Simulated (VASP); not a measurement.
Here is the system:

```
BeO
1.0
    2.68308     0.00000     0.00000
   -1.34154     2.32362     0.00000
    0.00000     0.00000     8.78372
Be O
4 4
Cartesian
  0.00000   0.00000   0.00000
  0.00000   0.00000   4.39186
  1.34154   0.77454   6.58937
  0.00000   1.54908   2.19751
  0.00000   0.00000   7.13378
  0.00000   0.00000   2.74192
  1.34154   0.77454   4.94778
  0.00000   1.54908   0.55592
```

All values below come from PBE GGA, VASP's PBE PAW potentials (set 64) (plane waves; VASP). Settings: 400 eV cut-off, 7×7×2 Γ-centred mesh, Gaussian smearing of 0.20 eV, potentials Be O.

At this cut-off the stress carries a Pulay error, which pulls relaxed volumes low.

Which forces act on the atoms, in eV/Å?

| atom | Fx | Fy | Fz |
|---|---|---|---|
| Be1 | 0.000 | 0.000 | 0.149 |
| Be2 | 0.000 | 0.000 | 0.149 |
| Be3 | 0.000 | 0.000 | -0.046 |
| Be4 | 0.000 | 0.000 | -0.046 |
| O5 | 0.000 | 0.000 | 0.128 |
| O6 | 0.000 | 0.000 | 0.128 |
| O7 | 0.000 | 0.000 | -0.231 |
| O8 | 0.000 | 0.000 | -0.231 |

Give the stress tensor in GPa (positive for a compressed cell).

```
-0.53   0.00   0.00
 0.00  -0.53   0.00
 0.00   0.00  -2.19
```
The pressure is its mean diagonal, -1.08 GPa.

The structure was generated: BeO was put into an ordered model structure, which need not be its known phase. The cell was not relaxed at this level.
